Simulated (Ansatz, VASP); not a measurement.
**Two plane-wave programs on C**

The input INCAR:

```
PREC = Accurate
ENCUT = 520
EDIFF = 1E-7
ISMEAR = 0
SIGMA = 0.017
LREAL = False
LASPH = True
NELM = 100
ALGO = Normal
ISIF = 2
LWAVE = False
LCHARG = False
GGA = PE
```

The input KPOINTS:

```
regular mesh
0
Gamma
  13 13 13
```

File POSCAR:

```
C
1.0
    0.0000000000      1.7833700000      1.7833700000
    1.7833700000      0.0000000000      1.7833700000
    1.7833700000      1.7833700000      0.0000000000
C
2
Direct
    0.7500000000      0.7500000000      0.7500000000
    0.5000000000      0.5000000000      0.5000000000
```

The input input.yaml:

```yaml
crystal:
  lattice:
    - [0.0, 1.78337, 1.78337]
    - [1.78337, 0.0, 1.78337]
    - [1.78337, 1.78337, 0.0]
  atoms:
    - { symbol: C, position: [0.75, 0.75, 0.75] }
    - { symbol: C, position: [0.5, 0.5, 0.5] }
hamiltonian:
  xc: pbe
  pseudopotentials: { kind: paw }
kpoints:
  mp_grid: { grid: [13, 13, 13] }
scf:
  occupations: { method: gaussian, width: 0.017 }
output:
  forces: true
  stress: true
  eigenvalues: true
```

This isn't the form of C at room conditions, which is graphite.

Alike in both runs: task single point; functional PBE; k mesh 13 × 13 × 13; occupations gaussian, width 0.017 eV; no spin polarisation.

|  | VASP | Ansatz |
| --- | --- | --- |
| version | VASP 6.6.1 | Ansatz 0.2.0 |
| potentials or method | VASP PAW PBE potentials, release 64 (C) | Ansatz PAW |
| plane-wave cutoff (eV) | 520 | 420 |
| valence electrons in the cell | 8 | 8 |

Ansatz gave:

| Item | Value |
| --- | --- |
| gap on the k mesh at the Fermi level (eV) | 4.15 |
| least direct gap on the mesh (eV) | 5.59 |
| pressure (GPa) | 1.8 |

Problem. Estimate VASP's values.

Solution. gap on the k mesh at the Fermi level (eV): 4.14; least direct gap on the mesh (eV): 5.59; pressure (GPa): 2.5.

With one functional, cell and mesh, what is left measures potentials, basis and numerics.

Caveats: an odd mesh through Γ misses points on the zone boundary, where band edges often lie (VASP); odd divisions of the mesh miss points on the zone boundary, where band edges often lie, so the gap on the mesh can be too wide (Ansatz); the pressure holds a Pulay correction of +1.0 GPa for the finite cutoff (Ansatz). As with any semilocal functional, this PBE gap is likely too small.
